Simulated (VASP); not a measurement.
# TePb (Pm-3m) in VASP: notebook

Aim: see how the results for TePb move with the level of theory and the settings. Levels: LDA, r2SCAN, PBE. Tasks: single point.

Everything below comes from runs of VASP 6.6.1. Logs are shortened: lines on timing, memory, paths and dates and some standing lists are left out, and cuts for length are marked.

**1. Starting point**

Symmetry: Pm-3m, No. 221, cubic system. The conventional cell has a = 4.002 Å, b = 4.002 Å, c = 4.002 Å, α = 90.00°, β = 90.00°, γ = 90.00°. Te (site symmetry m-3m) has 8 Pb at 3.47 Å as nearest neighbours. Pb (site symmetry m-3m) is surrounded by 8 Te at 3.47 Å.

Measurements of this composition are mostly on another form, of space group No. 225.

**2. Single point, LDA**

The input, INCAR:

```
PREC     = Accurate       # precision mode
ENCUT    = 520            # plane-wave cutoff, eV
EDIFF    = 1E-6           # SCF threshold, eV
ISMEAR   = -1             # smearing method
SIGMA    = 0.08           # smearing width, eV
LREAL    = False          # projectors in reciprocal space
LASPH    = True           # aspherical terms in the spheres
NELM     = 100            # most SCF steps
ALGO     = Normal         # electronic algorithm
ISIF     = 2              # what is computed and relaxed
LWAVE    = False          # write WAVECAR
LCHARG   = True           # write CHGCAR
GGA      = CA             # functional
LELF     = True           # ELF
LVHAR    = True         
NBANDS   = 17             # bands
```

The input, KPOINTS:

```
Automatic mesh
0
Gamma
  10 10 10
```

The input, POSCAR:

```
TePb
1.0
    4.0022870000      0.0000000000      0.0000000000
    0.0000000000      4.0022870000      0.0000000000
    0.0000000000      0.0000000000      4.0022870000
Te Pb
1 1
Direct
    0.5000000000      0.5000000000      0.5000000000
    0.0000000000      0.0000000000      0.0000000000
```

Potentials or basis: VASP PAW LDA potentials, release 64 (Te, Pb_d).

Launch:

```sh
$ cat potpaw_LDA.64/Te/POTCAR potpaw_LDA.64/Pb_d/POTCAR > POTCAR
$ mpirun -np 1 vasp_std > vasp.out
```

OUTCAR:

```text
PREC = Accurate
   ENCUT = 520
   EDIFF = 1E-6
   ISMEAR = -1
   LREAL = False
   LASPH = True
   NELM = 100
   ISIF = 2
   GGA = CA

 ion  position               nearest neighbor table
   1  0.500  0.500  0.500-   2 3.47   2 3.47   2 3.47   2 3.47   2 3.47   2 3.47   2 3.47   2 3.47

   2  0.000  0.000  0.000-   1 3.47   1 3.47   1 3.47   1 3.47   1 3.47   1 3.47   1 3.47   1 3.47

  LATTYP: Found a simple cubic cell.
 ALAT       =     4.0022870000

  Lattice vectors:

 A1 = (   4.0022870000,   0.0000000000,   0.0000000000)
 A2 = (   0.0000000000,   4.0022870000,   0.0000000000)
 A3 = (   0.0000000000,   0.0000000000,   4.0022870000)

Analysis of symmetry for initial positions (statically):
=====================================================================
 Subroutine PRICEL returns:
 Original cell was already a primitive cell.

 Routine SETGRP: Setting up the symmetry group for a
 simple cubic supercell.

 Subroutine GETGRP returns: Found 48 space group operations
 (whereof 48 operations were pure point group operations)
 out of a pool of 48 trial point group operations.

The static configuration has the point symmetry O_h .

Analysis of symmetry for dynamics (positions and initial velocities):
=====================================================================
 Subroutine PRICEL returns:
 Original cell was already a primitive cell.

 Routine SETGRP: Setting up the symmetry group for a
 simple cubic supercell.

 Subroutine GETGRP returns: Found 48 space group operations
 (whereof 48 operations were pure point group operations)
 out of a pool of 48 trial point group operations.

The dynamic configuration has the point symmetry O_h .

 Subroutine INISYM returns: Found 48 space group operations
 (whereof 48 operations are pure point group operations),
 and found     1 'primitive' translations

----------------------------------------------------------------------------------------

                                     Primitive cell

  volume of cell :      64.1098

  direct lattice vectors                    reciprocal lattice vectors
     4.002287000  0.000000000  0.000000000     0.249857144  0.000000000  0.000000000
     0.000000000  4.002287000  0.000000000     0.000000000  0.249857144  0.000000000
     0.000000000  0.000000000  4.002287000     0.000000000  0.000000000  0.249857144

  length of vectors
     4.002287000  4.002287000  4.002287000     0.249857144  0.249857144  0.249857144

  position of ions in fractional coordinates (direct lattice)
[... 79 lines left out ...]
   EDIFF  = 0.1E-05   stopping-criterion for ELM
   LREAL  =      F    real-space projection
   EDIFFG = 0.1E-04   stopping-criterion for IOM
   NSW    =      0    number of steps for IOM
   IBRION =     -1    ionic relax: 0-MD 1-quasi-New 2-CG
   NFREE  =      0    steps in history (QN), initial steepest desc. (CG)
   ISIF   =      2    stress and relaxation
   ISYM   =      2    0-nonsym 1-usesym 2-fastsym
   POTIM  = 0.5000    time-step for ionic-motion
   TEBEG  =    0.0;   TEEND  =   0.0 temperature during run
   PSTRESS=    0.0 pullay stress
   NELECT =      20.0000    total number of electrons
   NUPDOWN=      -1.0000    fix difference up-down
   EMIN   =  10.00;   EMAX   =-10.00  energy-range for DOS
   EFERMI =   0.00;   METHOD = LEGACY
   ISMEAR =    -1;   SIGMA  =   0.08  broadening in eV -4-tet -1-fermi 0-gaus
   EFERMI_NEDOS =   21; number of points for ismear=-14 and -15
   IALGO  =     38    algorithm
   IMIX   =      4    mixing-type and parameters
     AMIX     =   0.40;   BMIX     =  1.00
     AMIX_MAG =   1.60;   BMIX_MAG =  1.00
  volume/ion in A,a.u.               =      32.05       216.32
  Fermi-wavevector in a.u.,A,eV,Ry     =   1.110307  2.098177 16.773027  1.232783
  Thomas-Fermi vector in A             =   2.246857
   LORBIT       =      0    0 simple, 1 ext, 2 COOP (PROOUT), +10 PAW based schemes
   GGA     = CA    functional components
   LHFCALC =     F    Hartree Fock is set to
   AEXX    =    0.0000 exact exchange contribution
   IVDW    =     0    specifies the selected vdW correction
   LEPSILON=     F    determine dielectric tensor
   LRPA    =     F    only Hartree local field effects (RPA)
 non-spin polarized calculation
  energy-cutoff  :      520.00
  volume of cell :       64.11
 maximum number of plane-waves:      1751
 NGX is ok and might be reduce to    30
   NGX = 15   NGY = 15   NGZ = 15

 number of electron      20.0000009 magnetization

 Free energy of the ion-electron system (eV)
  ---------------------------------------------------
  ext. energy  EPLUGINS =         0.00000000
  ---------------------------------------------------
  free energy    TOTEN  =        -8.31871217 eV

  energy without entropy =       -8.29204054  energy(sigma->0) =       -8.30537636

 E-fermi :   6.0919     XC(G=0):  -9.9303

 val. band max:        6.0426000470   @ k =   0.5000   0.1000   0.0000
 cond. band min:       6.0967489592   @ k =   0.2000   0.2000   0.1000
 fundamental gap:      0.0541489121
 Fermi energy:         6.0918589531

 k-point     1 :       0.0000    0.0000    0.0000
  band No.  band energies     occupation
      1     -10.8865      2.00000
      2     -10.8865      2.00000
      3     -10.8051      2.00000
      4     -10.8051      2.00000
      5     -10.8051      2.00000
      6      -6.0257      2.00000
[... 457 lines left out ...]
      4     -10.8245      2.00000
      5     -10.8085      2.00000
      6      -5.2074      2.00000
[... 9 lines left out ...]
     16      14.9371      0.00000
     17      14.9748      0.00000

 [... further k-points ...]

------------------------ aborting loop because EDIFF is reached ----------------------------------------

  FORCE on cell =-STRESS in cart. coord.  units (eV):
  Direction    XX          YY          ZZ          XY          YZ          ZX
  --------------------------------------------------------------------------------------
  -------------------------------------------------------------------------------------
  Total       -1.6399571     -1.6399571     -1.6399571      0.0000000      0.0000000     -0.0000000
  in kB      -40.9843820    -40.9843820    -40.9843820      0.0000000      0.0000000     -0.0000000
  external PRESSURE =     -40.9843820 kB  Pullay stress =       0.0000000 kB

 VOLUME and BASIS-vectors are now :
 -----------------------------------------------------------------------------
  energy-cutoff  :      520.00
  volume of cell :       64.11
      direct lattice vectors                 reciprocal lattice vectors
     4.002287000  0.000000000  0.000000000     0.249857144  0.000000000  0.000000000
     0.000000000  4.002287000  0.000000000     0.000000000  0.249857144  0.000000000
     0.000000000  0.000000000  4.002287000     0.000000000  0.000000000  0.249857144

 POSITION                                       TOTAL-FORCE (eV/Angst)
 -----------------------------------------------------------------------------------
      2.00114      2.00114      2.00114         0.000000      0.000000      0.000000
      0.00000      0.00000      0.00000         0.000000      0.000000      0.000000
 -----------------------------------------------------------------------------------
    total drift:                                0.000000     -0.000000     -0.000000

  FREE ENERGIE OF THE ION-ELECTRON SYSTEM (eV)
  ---------------------------------------------------
  free  energy   TOTEN  =        -8.3187121731 eV

  energy  without entropy=       -8.2920405384  energy(sigma->0) =       -8.30537636
```

stdout:

```text
POSCAR found type information on POSCAR TePb
 POSCAR found :  2 types and       2 ions
 scaLAPACK will be used
 LDA part: xc-table for (Slater(with rela. corr.)+CA(PZ))
 , standard interpolation
 POSCAR, INCAR and KPOINTS ok, starting setup
 FFT: planning ... GRIDC
 FFT: planning ... GRID_SOFT
 FFT: planning ... GRID
 WAVECAR not read
 entering main loop
```

It took 45 s on 1 thread of Intel Xeon Platinum 8488C (Sapphire Rapids), shared host; peak memory 0.19 GiB.

Results:

| Item | Value |
| --- | --- |
| Free energy | -8.3187 eV |
| Pressure | -4.1 GPa |
| Band gap on the k mesh | none (metal or under the smearing width) |

[end of part 1 of 2]
